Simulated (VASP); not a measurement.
Crystal: LiF.

```xyz
2
Lattice="0.0000 2.0417 2.0417 2.0417 0.0000 2.0417 2.0417 2.0417 0.0000" Properties=species:S:1:pos:R:3 pbc="T T T"
Li    0.0000    0.0000    0.0000
F     2.0417    2.0417    2.0417
```

The cell is a database's computed one.

```yaml
Program: VASP 6.6.1
Task: relaxation of cell and atoms
Functional: PBE
Dispersion: D3(BJ)
Potentials_or_basis: VASP PAW PBE potentials, release 64 (Li_sv, F)
Cutoff: 600 eV
k_mesh: 10 × 10 × 10
Occupations: gaussian, width 0.02 eV
Spin: no spin polarisation
```

At the start: pressure -4.8 GPa; volume 8.51 Å³/atom.

Problem. Where does the relaxation end?

Solution. Over 4 steps the energy falls by 9.7 meV/atom and the volume is 7.90 Å³/atom (-7.1 %); space group Fm-3m (No. 225, to 0.05 Å).

Step by step:
```
step  energy change (eV)  largest force (eV/Å)  pressure (GPa)  volume (Å³)
   1              0.0000                0.0000           -4.80        17.02
   2             -0.0145                0.0000           -2.58        16.40
   3             -0.0194                0.0000           -0.29        15.87
   4             -0.0195                0.0000            0.00        15.81
```

Final structure:
```
Li F
1.0
     0.00000    1.99190    1.99190
     1.99190    0.00000    1.99190
     1.99190    1.99190    0.00000
Li F
1 1
Direct
  0.00000 0.00000 0.00000
  0.50000 0.50000 0.50000
```

Caveat: the cutoff is under 1.25 times the usual one of these potentials, so pressure, stress and relaxed cells hold a basis-set (Pulay) error.
